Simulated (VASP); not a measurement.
# Sr (P6_3/mmc) in VASP: notebook, part 2 of 2

VASP 6.6.1. Earlier steps stand in the parts before.

### Step 5. Single point, PBE

The input, INCAR:

```
SYSTEM = Sr
  ADDGRID = .False.
  ALGO = Normal
  EDIFF = 1E-6
  ENCUT = 350
  GGA = PE
  ISIF = 2
  ISMEAR = 0
  LASPH = .True.
  LCHARG = .False.
  LREAL = .False.
  LWAVE = .False.
  NBANDS = 17
  NELM = 100
  PREC = Accurate
  SIGMA = 0.15
```

The input, KPOINTS:

```
k-points
0
Gamma
  4 4 3
  0 0 0
```

The input, POSCAR:

```
Sr
1.0
    4.3100000000      0.0000000000      0.0000000000
   -2.1550000000      3.7325694903      0.0000000000
    0.0000000000      0.0000000000      7.0500000000
Sr
2
Direct
    0.6666666667      0.3333333333      0.7500000000
    0.3333333333      0.6666666667      0.2500000000
```

Potentials or basis: VASP PAW PBE potentials, release 64 (Sr_sv).

Command:

```console
> cat potpaw_PBE.64/Sr_sv/POTCAR > POTCAR
> mpirun -np 1 vasp_std > vasp.out
```

OUTCAR:

```text
SYSTEM = Sr
   EDIFF = 1E-6
   ENCUT = 350
   GGA = PE
   ISIF = 2
   ISMEAR = 0
   LASPH = .True.
   LREAL = .False.
   NELM = 100
   PREC = Accurate

 Found      8 irreducible k-points:

 Following reciprocal coordinates:
            Coordinates               Weight
  0.000000  0.000000  0.000000      1.000000
  0.250000  0.000000  0.000000      6.000000
  0.500000  0.000000  0.000000      3.000000
  0.250000  0.250000  0.000000      6.000000
  0.000000  0.000000  0.333333      2.000000
  0.250000  0.000000  0.333333     12.000000
   k-points           NKPTS =      8   k-points in BZ     NKDIM =      8   number of bands    NBANDS=     17
   number of dos      NEDOS =    301   number of ions     NIONS =      2
   total plane-waves  NPLWV =  37632
   dimension x,y,z NGX =    28 NGY =   28 NGZ =   48
   dimension x,y,z NGXF=    56 NGYF=   56 NGZF=   96
   ions per type =               2
   NGX,Y,Z   is equivalent  to a cutoff of  10.80, 10.80, 11.32 a.u.
   NGXF,Y,Z  is equivalent  to a cutoff of  21.60, 21.60, 22.64 a.u.
 SYSTEM =  Sr
   PREC   = accura    normal or accurate (medium, high low for compatibility)
   ISTART =      0    job   : 0-new  1-cont  2-samecut
   ICHARG =      2    charge: 1-file 2-atom 10-const
   ISPIN  =      1    spin polarized calculation?
   LNONCOLLINEAR =      F non collinear calculations
   LSORBIT =      F    spin-orbit coupling
   LASPH  =      T    aspherical Exc in radial PAW
   ENCUT  =  350.0 eV  25.72 Ry    5.07 a.u.   6.57  6.57 10.75*2*pi/ulx,y,z
   NELM   =    100;   NELMIN=  2; NELMDL= -5     # of ELM steps
   EDIFF  = 0.1E-05   stopping-criterion for ELM
   LREAL  =      F    real-space projection
   EDIFFG = 0.1E-04   stopping-criterion for IOM
   NSW    =      0    number of steps for IOM
   IBRION =     -1    ionic relax: 0-MD 1-quasi-New 2-CG
   NFREE  =      0    steps in history (QN), initial steepest desc. (CG)
   ISIF   =      2    stress and relaxation
   ISYM   =      2    0-nonsym 1-usesym 2-fastsym
   POTIM  = 0.5000    time-step for ionic-motion
   TEBEG  =    0.0;   TEEND  =   0.0 temperature during run
   PSTRESS=    0.0 pullay stress
   NELECT =      20.0000    total number of electrons
   NUPDOWN=      -1.0000    fix difference up-down
   EMIN   =  10.00;   EMAX   =-10.00  energy-range for DOS
   EFERMI =   0.00;   METHOD = LEGACY
   ISMEAR =     0;   SIGMA  =   0.15  broadening in eV -4-tet -1-fermi 0-gaus
   EFERMI_NEDOS =   21; number of points for ismear=-14 and -15
   IALGO  =     38    algorithm
   IMIX   =      4    mixing-type and parameters
     AMIX     =   0.40;   BMIX     =  1.00
     AMIX_MAG =   1.60;   BMIX_MAG =  1.00
  volume/ion in A,a.u.               =      56.71       382.68
  Fermi-wavevector in a.u.,A,eV,Ry     =   0.918037  1.734838 11.466874  0.842791
  Thomas-Fermi vector in A             =   2.043073
   LORBIT       =      0    0 simple, 1 ext, 2 COOP (PROOUT), +10 PAW based schemes
   GGA     = PE    functional components
   LHFCALC =     F    Hartree Fock is set to
   AEXX    =    0.0000 exact exchange contribution
   IVDW    =     0    specifies the selected vdW correction
   LEPSILON=     F    determine dielectric tensor
   LRPA    =     F    only Hartree local field effects (RPA)
 non-spin polarized calculation
 Gauss-broadening in eV      SIGMA  =   0.15
  energy-cutoff  :      350.00
  volume of cell :      113.42
 maximum number of plane-waves:      1713
 NGX is ok and might be reduce to    28
   NGX = 13   NGY = 13   NGZ = 21

 number of electron      20.0000001 magnetization

 Free energy of the ion-electron system (eV)
  ---------------------------------------------------
  ext. energy  EPLUGINS =         0.00000000
  ---------------------------------------------------
  free energy    TOTEN  =        -3.31426992 eV

  energy without entropy =       -3.28611036  energy(sigma->0) =       -3.30019014

 E-fermi :   1.5008     XC(G=0):  -7.2601

 val. band max:        1.4821183035   @ k =   0.2500   0.0000   0.0000
 cond. band min:       1.5017773594   @ k =   0.0000   0.0000   0.0000
 fundamental gap:      0.0196590560
 Fermi energy:         1.5007663677

 k-point     1 :       0.0000    0.0000    0.0000
  band No.  band energies     occupation
      1     -35.2004      2.00000
      2     -35.1885      2.00000
      3     -17.2555      2.00000
      4     -17.1191      2.00000
      5     -17.1191      2.00000
      6     -17.0951      2.00000
[... 9 lines left out ...]
     16       4.1400      0.00000
     17       4.6493      0.00000
[... 81 lines left out ...]
 k-point     6 :       0.2500    0.0000    0.3333
  band No.  band energies     occupation
      1     -35.1927      2.00000
      2     -35.1882      2.00000
      3     -17.2160      2.00000
      4     -17.1851      2.00000
      5     -17.1555      2.00000
      6     -17.1315      2.00000
[... 9 lines left out ...]
     16       4.3982      0.00000
     17       5.0022      0.00000

 [... further k-points ...]

------------------------ aborting loop because EDIFF is reached ----------------------------------------

  FORCE on cell =-STRESS in cart. coord.  units (eV):
  Direction    XX          YY          ZZ          XY          YZ          ZX
  --------------------------------------------------------------------------------------
  -------------------------------------------------------------------------------------
  Total       -0.3708025     -0.3708025      0.2253008      0.0000000     -0.0000000      0.0000000
  in kB       -5.2381623     -5.2381623      3.1827238      0.0000000     -0.0000000      0.0000000
  external PRESSURE =      -2.4312002 kB  Pullay stress =       0.0000000 kB

 VOLUME and BASIS-vectors are now :
 -----------------------------------------------------------------------------
  energy-cutoff  :      350.00
  volume of cell :      113.42
      direct lattice vectors                 reciprocal lattice vectors
     4.310000000  0.000000000  0.000000000     0.232018561  0.133955979  0.000000000
    -2.155000000  3.732569490  0.000000000     0.000000000  0.267911958  0.000000000
     0.000000000  0.000000000  7.050000000     0.000000000  0.000000000  0.141843972

 POSITION                                       TOTAL-FORCE (eV/Angst)
 -----------------------------------------------------------------------------------
      2.15500      1.24419      5.28750         0.000000      0.000000      0.000000
     -0.00000      2.48838      1.76250        -0.000000      0.000000      0.000000
 -----------------------------------------------------------------------------------
    total drift:                                0.000000     -0.000000      0.000000

  FREE ENERGIE OF THE ION-ELECTRON SYSTEM (eV)
  ---------------------------------------------------
  free  energy   TOTEN  =        -3.3142699204 eV

  energy  without entropy=       -3.2861103626  energy(sigma->0) =       -3.30019014
```

OSZICAR:

```text
N       E                     dE             d eps       ncg     rms          rms(c)
DAV:   1     0.882618441599E+02    0.88262E+02   -0.77571E+03   272   0.735E+02
DAV:   2     0.450201686282E+01   -0.83760E+02   -0.82306E+02   345   0.193E+02
DAV:   3    -0.318931566108E+01   -0.76913E+01   -0.76712E+01   509   0.393E+01
DAV:   4    -0.330778870265E+01   -0.11847E+00   -0.11843E+00   360   0.507E+00
DAV:   5    -0.331084917020E+01   -0.30605E-02   -0.30599E-02   462   0.613E-01    0.159E+01
DAV:   6    -0.331235468175E+01   -0.15055E-02   -0.12646E-02   344   0.110E+00    0.900E+00
DAV:   7    -0.331406950673E+01   -0.17148E-02   -0.22400E-02   340   0.141E+00    0.403E-01
DAV:   8    -0.331417197054E+01   -0.10246E-03   -0.33324E-03   446   0.256E-01    0.130E-01
DAV:   9    -0.331422969785E+01   -0.57727E-04   -0.11616E-04   391   0.582E-02    0.483E-02
DAV:  10    -0.331427009779E+01   -0.40400E-04   -0.15088E-05   384   0.262E-02    0.274E-02
DAV:  11    -0.331426992044E+01    0.17734E-06   -0.33652E-07   251   0.419E-03
   1 F= -.33142699E+01 E0= -.33001901E+01  d E =-.281596E-01
```

stdout:

```text
POSCAR found type information on POSCAR Sr
 POSCAR found :  1 types and       2 ions
 scaLAPACK will be used
 LDA part: xc-table for (Slater+PW92), standard interpolation
 POSCAR, INCAR and KPOINTS ok, starting setup
 FFT: planning ... GRIDC
 FFT: planning ... GRID_SOFT
 FFT: planning ... GRID
 WAVECAR not read
 entering main loop
```

Run time: 4.7 s. Hardware: 1 thread of Intel Xeon 6975P-C (Granite Rapids), shared host; peak memory 0.18 GiB.

These settings aren't checked as converged: the numbers below hold their error.

Results:

```
Free energy            : -3.3143 eV
Pressure               : -0.2 GPa
Band gap on the k mesh : none (metal or under the smearing width)
```

Caveat: the k mesh is coarse (spacing up to 0.42 Å⁻¹), so the values aren't converged.

### Step 6. Single point, PBE

INCAR is that of step 5.

KPOINTS is that of step 5.

The input, POSCAR:

```
Sr
1.0
    4.3100000000      0.0000000000      0.0000000000
   -2.1550000000      3.7325694903      0.0000000000
    0.0000000000      0.0000000000      7.0500000000
Sr
2
Direct
    0.6432960000      0.3178180000      0.7464440000
    0.3199860000      0.6535770000      0.2508690000
```

Potentials or basis: VASP PAW PBE potentials, release 64 (Sr_sv).

Command:

```console
> cat potpaw_PBE.64/Sr_sv/POTCAR > POTCAR
> mpirun -np 1 vasp_std > vasp.out
```

OUTCAR:

```text
SYSTEM = Sr
   EDIFF = 1E-6
   ENCUT = 350
   GGA = PE
   ISIF = 2
   ISMEAR = 0
   LASPH = .True.
   LREAL = .False.
   NELM = 100
   PREC = Accurate

 Found     26 irreducible k-points:

 Following reciprocal coordinates:
            Coordinates               Weight
  0.000000  0.000000  0.000000      1.000000
  0.250000  0.000000  0.000000      2.000000
  0.000000  0.250000  0.000000      2.000000
 -0.250000  0.250000  0.000000      2.000000
  0.500000  0.000000  0.000000      1.000000
[... 198 lines left out ...]
------------------------ aborting loop because EDIFF is reached ----------------------------------------

  FORCE on cell =-STRESS in cart. coord.  units (eV):
  Direction    XX          YY          ZZ          XY          YZ          ZX
  --------------------------------------------------------------------------------------
  -------------------------------------------------------------------------------------
  Total       -0.3755266     -0.3625918      0.2290413     -0.0271301      0.0003801      0.0017623
  in kB       -5.3048981     -5.1221730      3.2355643     -0.3832545      0.0053698      0.0248953
  external PRESSURE =      -2.3971689 kB  Pullay stress =       0.0000000 kB

 VOLUME and BASIS-vectors are now :
 -----------------------------------------------------------------------------
  energy-cutoff  :      350.00
  volume of cell :      113.42
      direct lattice vectors                 reciprocal lattice vectors
     4.310000000  0.000000000  0.000000000     0.232018561  0.133955979  0.000000000
    -2.155000000  3.732569490  0.000000000     0.000000000  0.267911958  0.000000000
     0.000000000  0.000000000  7.050000000     0.000000000  0.000000000  0.141843972

 POSITION                                       TOTAL-FORCE (eV/Angst)
 -----------------------------------------------------------------------------------
      2.08771      1.18628      5.26243         0.009415      0.001802      0.046228
     -0.02932      2.43952      1.76863        -0.009415     -0.001802     -0.046228
 -----------------------------------------------------------------------------------
    total drift:                                0.000002     -0.000003     -0.000001

  FREE ENERGIE OF THE ION-ELECTRON SYSTEM (eV)
  ---------------------------------------------------
  free  energy   TOTEN  =        -3.3133624330 eV

  energy  without entropy=       -3.2852192598  energy(sigma->0) =       -3.29929085
```

Run time: 11 s. Hardware: 1 thread of Intel Xeon 6975P-C (Granite Rapids), shared host; peak memory 0.18 GiB.

The run converged, but some of its settings lie outside the range that counts as converged, so its numbers aren't taken as properties of the crystal.

Results:

| Property | Result |
| --- | --- |
| Free energy | -3.3134 eV |
| Pressure | -0.2 GPa |
| Largest force | 0.047 eV/Å |
| Band gap on the k mesh | none (metal or under the smearing width) |

Caveat: the k mesh is coarse (spacing up to 0.42 Å⁻¹), so the values aren't converged.
